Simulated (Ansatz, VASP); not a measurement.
## One calculation of MgO, two programs

INCAR

```
SYSTEM = MgO
  PREC = Accurate
  ENCUT = 520
  EDIFF = 1E-6
  ISMEAR = 0
  SIGMA = 0.1
  LREAL = .FALSE.
  LASPH = .TRUE.
  NELM = 80
  ALGO = Normal
  ISIF = 2
  LWAVE = .FALSE.
  LCHARG = .FALSE.
  GGA = CA
  NBANDS = 11
```

The input KPOINTS:

```
Automatic mesh
0
G
  9 9 6
  0 0 0
```

POSCAR

```
MgO
1.0
    2.9380209034      0.0000000000      0.0000000000
   -1.4690104517      2.5444007392      0.0000000000
    0.0000000000      0.0000000000      2.6796800000
Mg O
1 1
Direct
    0.0000000000      0.0000000000      0.0000000000
    0.3333333300      0.6666666700      0.5000000000
```

Input for Ansatz:

```yaml
crystal:
  lattice:
    - [2.9380209034, 0.0, 0.0]
    - [-1.4690104517, 2.5444007392, 0.0]
    - [0.0, 0.0, 2.67968]
  atoms:
    - { symbol: Mg, position: [0.0, 0.0, 0.0] }
    - { symbol: O, position: [0.33333333, 0.66666667, 0.5] }
basis:
  ecutwfc: 420
kpoints:
  mp_grid: { grid: [9, 9, 6] }
hamiltonian:
  xc: lda
scf:
  occupations: { method: gaussian, width: 0.1 }
output:
  forces: true
  stress: true
  eigenvalues: true
```

Measurements of this composition are mostly on another form, of space group No. 225.

Alike in both runs: task single point; functional LDA; k mesh 9 × 9 × 6; occupations gaussian, width 0.1 eV; no spin polarisation.

```csv
,VASP,Ansatz
version,VASP 6.6.1,Ansatz 0.2.0
potentials or method,"VASP PAW LDA potentials, release 64 (Mg, O)","scalar-relativistic, plane waves, PAW"
plane-wave cutoff (eV),520,420
valence electrons in the cell,8,16
```

Ansatz gave:

* gap on the k mesh at the Fermi level (eV): 2.95
* least direct gap on the mesh (eV): 3.35
* pressure (GPa): -9.4
* largest component of the traceless stress (GPa): 0.83

Task: Estimate VASP's values.

Result: gap on the k mesh at the Fermi level (eV): 2.94; least direct gap on the mesh (eV): 3.35; pressure (GPa): -11.0; largest component of the traceless stress (GPa): 1.04.

The two sets of potentials don't hold the same shells in valence.

Caveats: an odd mesh through Γ misses points on the zone boundary, where band edges often lie. A hybrid or GW would open this gap; LDA tends to underestimate it.
